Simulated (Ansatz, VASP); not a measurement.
## Two plane-wave programs on Be2C

File INCAR:

```
PREC = Accurate ; ENCUT = 520
EDIFF = 1E-6 ; ISMEAR = 0
SIGMA = 0.1 ; LREAL = F
LASPH = T ; NELM = 100
ALGO = Normal ; ISIF = 2
LWAVE = F ; LCHARG = F
GGA = PE ; NBANDS = 11
```

Contents of KPOINTS:

```
regular mesh
0
Gamma
  8 8 8
```

Contents of POSCAR:

```
Be2C
1.0
    0.0000000000      2.1650000000      2.1650000000
    2.1650000000      0.0000000000      2.1650000000
    2.1650000000      2.1650000000      0.0000000000
Be C
2 1
Direct
    0.2500000000      0.2500000000      0.2500000000
    0.7500000000      0.7500000000      0.7500000000
    0.0000000000      0.0000000000      0.0000000000
```

Input for Ansatz:

```yaml
crystal:
  lattice:
    - [0.0, 2.165, 2.165]
    - [2.165, 0.0, 2.165]
    - [2.165, 2.165, 0.0]
  atoms:
    - { symbol: Be, position: [0.25, 0.25, 0.25] }
    - { symbol: Be, position: [0.75, 0.75, 0.75] }
    - { symbol: C, position: [0.0, 0.0, 0.0] }
basis:
  ecutwfc: 420
kpoints:
  mp_grid: { grid: [8, 8, 8] }
hamiltonian:
  xc: pbe
scf:
  occupations: { method: gaussian, width: 0.1 }
output:
  forces: true
  stress: true
  eigenvalues: true
```

Alike in both runs: task single point; functional PBE; k mesh 8 × 8 × 8; occupations gaussian, width 0.1 eV; no spin polarisation.

|  | VASP | Ansatz |
| --- | --- | --- |
| version | VASP 6.6.1 | Ansatz 0.2.0 |
| potentials or method | VASP PAW PBE potentials, release 64 (Be, C) | scalar-relativistic, plane waves, PAW |
| plane-wave cutoff (eV) | 520 | 420 |
| valence electrons in the cell | 8 | 8 |

VASP gave:

- gap on the k mesh at the Fermi level (eV): 1.16
- least direct gap on the mesh (eV): 4.13
- pressure (GPa): 0.2

Question: Estimate Ansatz's values.

Answer: gap on the k mesh at the Fermi level (eV): 1.17; least direct gap on the mesh (eV): 4.13; pressure (GPa): -0.2.

A k mesh can miss the band edges. Expect the measured gap to be larger: semilocal functionals such as PBE lack the derivative discontinuity.
